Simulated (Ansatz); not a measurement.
CoSb₃:
```cif
data_Co8Sb24
_chemical_formula_sum 'Co8 Sb24'
_space_group_name_H-M_alt 'Im-3'
_space_group_IT_number 204
_space_group_name_Hall '-I 2 2 3'
_cell_length_a 8.98487
_cell_length_b 8.98487
_cell_length_c 8.98487
_cell_angle_alpha 90.000
_cell_angle_beta 90.000
_cell_angle_gamma 90.000
loop_
_atom_site_label
_atom_site_type_symbol
_atom_site_symmetry_multiplicity
_atom_site_Wyckoff_symbol
_atom_site_fract_x
_atom_site_fract_y
_atom_site_fract_z
_atom_site_occupancy
Co1 Co 8 c 0.25000 0.25000 0.25000 1
Sb1 Sb 24 g 0.00000 0.33317 0.15970 1
```
(The calculation used a cell of 16 atoms; values per cell refer to that cell.)

Relaxed with PBEsol. Plane-wave PAW PBEsol (Ansatz code) gives a gap of 0.27 eV.

Problem. What gap does HSE06 give on the same cell (Ansatz, PAW)?

Solution. 0.81 eV, 0.53 eV more. The hybrid was solved on a coarser mesh and at special points; the gap given is the minimum over both.

```tsv
k	v1 PBEsol	c1 PBEsol	v1 HSE06	c1 HSE06
Γ	0.00	0.27	[?]	[?]
H	-1.11	0.44	-1.67	0.81
P	-0.38	0.73	[?]	[?]
N	-0.41	0.77	[?]	[?]
```

Problem. Top valence (v1) and lowest conduction level (c1) in eV from each method's valence maximum (which need not be a listed point): supply the withheld HSE06 values.

Solution. 
- N, v1 HSE06: -0.52
- N, c1 HSE06: 1.08
- P, v1 HSE06: -0.46
- P, c1 HSE06: 0.92
- Γ, v1 HSE06: 0.00
- Γ, c1 HSE06: 0.90

Cost on shared cores: the PBEsol run (SCF on a 5×5×5 mesh, then bands and DOS) about 7 core-minutes (a rough figure), the HSE06 run (SCF on 3×3×3, then a few points) about 19 core-minutes (a rough figure); the tasks are unlike.

Symmetry was held in the PBEsol relaxation. The workflow began spin-polarised and lost its moments. Scalar-relativistic: spin–orbit coupling is off unless named, which matters more the heavier the elements.

Potentials: the later of the program's two PAW sets.
